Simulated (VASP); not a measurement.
A run of VASP 6.6.1 is set up as follows.

INCAR

```
SYSTEM = SnO2
PREC = Accurate ; ENCUT = 600
EDIFF = 1E-7 ; ISMEAR = 0
SIGMA = 0.05 ; LREAL = .False.
LASPH = .True. ; NELM = 60
ALGO = Normal ; ISIF = 3
LWAVE = .False. ; LCHARG = .False.
METAGGA = MS2 ; LMIXTAU = .True.
IBRION = 2 ; NSW = 60
EDIFFG = -0.005
```

Contents of KPOINTS:

```
Automatic mesh
0
Gamma
  9 9 9
  0 0 0
```

POSCAR

```
SnO2
1.0
    0.0000000000      2.5741500000      2.5741500000
    2.5741500000      0.0000000000      2.5741500000
    2.5741500000      2.5741500000      0.0000000000
Sn O
1 2
Direct
    0.0000000000      0.0000000000      0.0000000000
    0.7500000000      0.7500000000      0.7500000000
    0.2500000000      0.2500000000      0.2500000000
```

Potentials or basis: VASP PAW PBE potentials, release 64 (Sn_d, O).

Launch:

```sh
$ cat potpaw_PBE.64/Sn_d/POTCAR potpaw_PBE.64/O/POTCAR > POTCAR
$ mpirun -np 1 vasp_std > vasp.out
```

(1) Predict the space group after relaxing (to 0.05 Å).

(2) Predict the relaxed volume.

(3) Predict the relaxed cell.

## Answers

(1) Fm-3m (No. 225).

(2) 10.81 Å³/atom.

(3) a = 3.579 Å, b = 3.579 Å, c = 3.579 Å, α = 60.00°, β = 60.00°, γ = 60.00°.

Caveat: the PAW data sets were made with another functional, which shifts forces and pressure a little.
